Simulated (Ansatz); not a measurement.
GeTe (R3m, No. 160, 2 atoms in the cell) was calculated with r²SCAN+rVV10 in Ansatz (PAW).

Run with plane-wave cutoff 560 eV, 10×10×10 k mesh, Fermi–Dirac smearing 0.01 eV, scalar-relativistic PAW data made under PBE.

Cell (relaxed at this level):

Space group R3m, hexagonal axes (No. 160); a = 4.172 Å, b = 4.172 Å, c = 10.808 Å, α = 90.00°, β = 90.00°, γ = 120.00°

```json
[
 {"atom": "Ge", "site": "3a", "symmetry": "3m", "x": "0.0000", "y": "0.0000", "z": "0.0055"},
 {"atom": "Te", "site": "3a", "symmetry": "3m", "x": "0.0000", "y": "0.0000", "z": "0.4735"}
]
```
(The calculation used a cell of 2 atoms; values per cell refer to that cell.)

Q: Predict the band gap, smallest direct gap on the k points sampled and Γ–Γ gap.

A: 
* **band gap**: 0.59 eV
* **smallest direct gap on the k points sampled**: 0.72 eV
* **Γ–Γ gap**: 4.73 eV

Spin–orbit coupling is not included; with these elements it can move the gap by several tenths of an eV or more.

Computed values are for the static lattice.

Ansatz is a first-principles code.
